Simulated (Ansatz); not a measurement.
**Os under changes of volume**

One of the cells (13.982 Å³/atom); the others are scaled copies at fixed shape and fractional positions:

```xyz
2
Lattice="2.7341 0.0000 0.0000 -1.3671 2.3678 0.0000 0.0000 0.0000 4.3197" Properties=species:S:1:pos:R:3 pbc="T T T"
Os    1.3671    0.7893    3.2398
Os    0.0000    1.5785    1.0799
```

- Program: Ansatz 0.2.0
- Functional: RPBE
- Dispersion: D4
- Potentials or basis: Ansatz PAW
- Cutoff: 420 eV (not typed: the program's choice for these potentials)
- k mesh: 11 × 11 × 6
- Occupations: fermi-dirac, width 0.05 eV
- Spin: no spin polarisation

```csv
volume (Å³/atom),energy over the lowest point (meV/atom),pressure (GPa)
13.143,?,?
13.423,28.58,18.0
13.703,6.08,8.1
13.982,0.00,-0.8
14.262,8.53,-8.7
14.542,30.07,-15.7
14.821,63.16,-22.0
```

Q: What does the run at 13.143 Å³/atom give?

A: Energy over the lowest point 69.50 meV/atom; pressure 29.2 GPa.

Worked out: A Birch-Murnaghan fit of order 3 (a polynomial in V^(-2/3)) to the other rows has its minimum at 13.95 Å³/atom with B0 = V·E''(V) = 422 GPa and B' = 4.7 at fixed shape and positions, which overstates the stiffness. It gives 69.50 meV/atom at 13.143 Å³/atom, against the run's 69.50, and -dE/dV = 29.1 GPa, against 29.2.

Energies are extrapolated to zero smearing.

Caveats: pairwise dispersion overbinds metals, which lowers pressure and volume; the PAW data sets come from PBE, with cores solved anew for the run's functional, which leaves a small shift of forces and pressure.
